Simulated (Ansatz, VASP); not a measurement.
# One calculation of PbS, two programs

```
Pb S
1.0
     2.09757    1.21103    3.42799
    -2.09757    1.21103    3.42799
     0.00000   -2.42206    3.42799
Pb S
1 1
Direct
  0.97799 0.97799 0.97799
  0.47761 0.47761 0.47761
```

Alike in both runs: functional PBE; dispersion D3(BJ); k mesh 12 × 12 × 12; occupations gaussian, width 0.02 eV; no spin polarisation.

Ansatz relaxed the structure, and its values are those at the end. VASP's run is a single point on that final structure, the one shown.

|  | VASP | Ansatz |
| --- | --- | --- |
| version | VASP 6.6.1 | Ansatz 0.2.0 |
| potentials or method | VASP PAW PBE potentials, release 64 (Pb_d, S) | scalar-relativistic, plane waves, PAW |
| plane-wave cutoff (eV) | 520 | 420 |
| valence electrons in the cell | 20 | 20 |

VASP gave:

* gap on the k mesh at the Fermi level (eV): 0.36
* least direct gap on the mesh (eV): 0.37
* pressure (GPa): -0.1

What did Ansatz give for the same quantities?

gap on the k mesh at the Fermi level (eV): 0.36; least direct gap on the mesh (eV): 0.36; pressure (GPa): 0.0.

Ansatz warned: «relaxed_geometry_near_dispersion_switch».

Caveats: spin-orbit coupling is left out, which as a rule narrows the gap of such compounds by several tenths of an eV.
